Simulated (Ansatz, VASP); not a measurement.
## One calculation of Ni, two programs

Contents of POSCAR:

```
Ni
1.0
    0.0000000000      1.7380692641      1.7380692641
    1.7380692641      0.0000000000      1.7380692641
    1.7380692641      1.7380692641      0.0000000000
Ni
1
Direct
    0.0000000000      0.0000000000      0.0000000000
```

Contents of INCAR.step1:

```
SYSTEM = Ni
ALGO     = Normal         ! electronic algorithm
EDIFF    = 1E-4           ! SCF threshold, eV
ENCUT    = 520            ! plane-wave cutoff, eV
GGA      = PE             ! functional
ISMEAR   = -1             ! smearing method
ISPIN    = 2              ! spin polarisation
LASPH    = .TRUE.         ! aspherical terms in the spheres
LCHARG   = .FALSE.        ! write CHGCAR
LMAXMIX  = 4              ! l up to which the mixer works
LREAL    = .FALSE.        ! projectors in reciprocal space
LWAVE    = .TRUE.         ! write WAVECAR
MAGMOM   = 0.807          ! initial moments
NBANDS   = 15             ! bands
NELM     = 150            ! most SCF steps
PREC     = Accurate       ! precision mode
SIGMA    = 0.05           ! smearing width, eV
```

File INCAR.step2:

```
SYSTEM = Ni
ALGO     = Normal         ! electronic algorithm
EDIFF    = 1E-6           ! SCF threshold, eV
ENCUT    = 520            ! plane-wave cutoff, eV
ISIF     = 2              ! what is computed and relaxed
ISMEAR   = -1             ! smearing method
ISPIN    = 2              ! spin polarisation
ISTART   = 1            
LASPH    = .TRUE.         ! aspherical terms in the spheres
LCHARG   = .FALSE.        ! write CHGCAR
LMAXMIX  = 4              ! l up to which the mixer works
LMIXTAU  = .TRUE.       
LORBIT   = 11             ! projections on sites
LREAL    = .FALSE.        ! projectors in reciprocal space
LWAVE    = .FALSE.        ! write WAVECAR
MAGMOM   = 0.807          ! initial moments
METAGGA  = R2SCAN         ! meta-GGA
NBANDS   = 15             ! bands
NELM     = 150            ! most SCF steps
PREC     = Accurate       ! precision mode
SIGMA    = 0.05           ! smearing width, eV
```

KPOINTS

```
k-points
0
G
  15 15 15
  0 0 0
```

Input for Ansatz:

```yaml
crystal:
  lattice:
    - [0.0, 1.7380692641, 1.7380692641]
    - [1.7380692641, 0.0, 1.7380692641]
    - [1.7380692641, 1.7380692641, 0.0]
  atoms:
    - { symbol: Ni, position: [0.0, 0.0, 0.0], spin: 0.807 }
hamiltonian:
  xc: r2scan
  pseudopotentials:
    kind: paw
    azcp:
      Ni: "pseudopotentials/Ni.paw.azcp"
basis:
  ecutwfc: 500
  fft_grid_basis: typed
kpoints:
  mp_grid: { grid: [15, 15, 15], shift: [0, 0, 0] }
magnetization:
  spin_polarized: true
scf:
  occupations: { method: fermi_dirac, width: 0.05 }
  lower_state_search: "off"
output:
  stress: true
  write_density: true
  write_potential: true
  elf: true
  volumetric_format: npy
```

Alike in both runs: task single point; functional r2SCAN; k mesh 15 × 15 × 15; occupations fermi-dirac, width 0.05 eV; collinear spin.

|  | VASP | Ansatz |
| --- | --- | --- |
| version | VASP 6.6.1 | Ansatz 0.2.0 |
| potentials or method | VASP PAW PBE potentials, release 64 (Ni) | plane waves (500 eV) with PAW, scalar-relativistic |
| plane-wave cutoff (eV) | 520 | 500 |
| valence electrons in the cell | 10 | 18 |

|  | VASP | Ansatz | Ansatz less VASP |
| --- | --- | --- | --- |
| pressure (GPa) | 0.5 | 0.0 | -0.51 |
| net moment per atom (μB) | 0.69 | 0.71 | +0.017 |
| size of the moment on the site where the two differ most (μB) | 0.71 | 0.78 | +0.064 |

Site moments also hang on the region over which each program counts them. The two sets of potentials don't hold the same shells in valence. Ansatz warned: «stability_check_not_made».

Caveats: the PAW data sets were made with another functional, which shifts forces and pressure a little (VASP).
